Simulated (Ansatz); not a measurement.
Born–Oppenheimer molecular dynamics of a periodic cell of 16 atoms, WC (start crystal WC, start structure P-6m2, volume 1.15 times the crystal's). It goes on from the last frame of an earlier run, with new velocities.

Theory: DFT PBE, scalar-relativistic, plane waves, PAW (Ansatz). Settings: PAW set soft_1, cutoff 420 eV, k mesh 3x3x3, fermi-dirac smearing 0.36 eV, no spin polarisation.

* ensemble: NVE (velocity Verlet)
* time step: 0.75 fs
* steps asked: 150
* starting velocities drawn for: 2520 K
* seed: 2911

First frame:

```xyz
16
Lattice="-2.9936 -5.1851 0.0000 4.4905 -2.5926 0.0000 0.0000 0.0000 5.8759" Properties=species:S:1:pos:R:3
W 0.048 -5.090 -0.053
C 1.579 -4.797 1.668
W -0.196 -5.283 2.840
C 1.422 -4.163 4.634
W -1.581 -2.337 0.227
C 0.367 -1.389 1.621
W -1.699 -2.732 3.113
C 0.023 -1.888 4.383
W 1.554 -2.511 0.073
C 3.434 -1.829 1.190
W 1.573 -2.705 2.894
C 2.881 -1.604 4.515
W 0.161 -0.165 -0.006
C -1.428 -4.192 1.301
W 0.084 0.150 2.969
C -1.772 -4.313 4.507
```

(1) What does the run give?

(2) What happens to the structure?

(3) How do temperature and energy run in time?

## Answers

(1) All steps were run.

- steps done: 150
- time covered: 112.5 fs
- mean temperature over the second half: 2854 K
- spread of the potential energy over the second half: 40.0 meV per atom
- mean potential energy of the second half above the start: -40.5 meV per atom

The conserved energy stayed within 0.34 meV per atom of its start (net change -0.082 meV per atom), so the integration is sound. A run of 0.11 ps of so small a system gives no equilibrium averages. Limits of this set-up: coarse k mesh.

(2) Mean squared displacements from the first frame to the last, about the centre of mass: W 0.20 Å², C 0.34 Å². This is one draw of velocities; another would differ in detail.

(3) 
| time (fs) | T (K) | potential energy less start (eV) | conserved less start (meV/atom) |
| --- | --- | --- | --- |
| 0 | 2520 | 0.000 | 0.00 |
| 5.25 | 3076 | -1.081 | -0.11 |
| 10.5 | 3667 | -2.226 | -0.14 |
| 15.75 | 4040 | -2.948 | -0.10 |
| 21 | 4398 | -3.643 | -0.14 |
| 26.25 | 4464 | -3.775 | -0.33 |
| 31.5 | 3590 | -2.077 | -0.09 |
| 36.75 | 3177 | -1.272 | 0.07 |
| 42 | 4046 | -2.961 | -0.19 |
| 47.25 | 4692 | -4.217 | -0.31 |
| 52.5 | 4275 | -3.405 | -0.15 |
| 57.75 | 3461 | -1.825 | 0.00 |
| 63 | 2988 | -0.909 | -0.06 |
| 68.25 | 2654 | -0.261 | -0.08 |
| 73.5 | 2411 | 0.212 | 0.00 |
| 78.75 | 2620 | -0.195 | -0.05 |
| 84 | 3078 | -1.085 | -0.13 |
| 89.25 | 3308 | -1.530 | -0.16 |
| 94.5 | 3093 | -1.113 | -0.15 |
| 99.75 | 2591 | -0.138 | -0.04 |
| 105 | 2447 | 0.141 | -0.02 |
| 110.25 | 2816 | -0.575 | -0.08 |

Time of the run: 25 min on 2 threads of AMD EPYC 7R43 64-Core Processor (Zen 3), with other jobs on the host, peak memory 0.88 GiB.
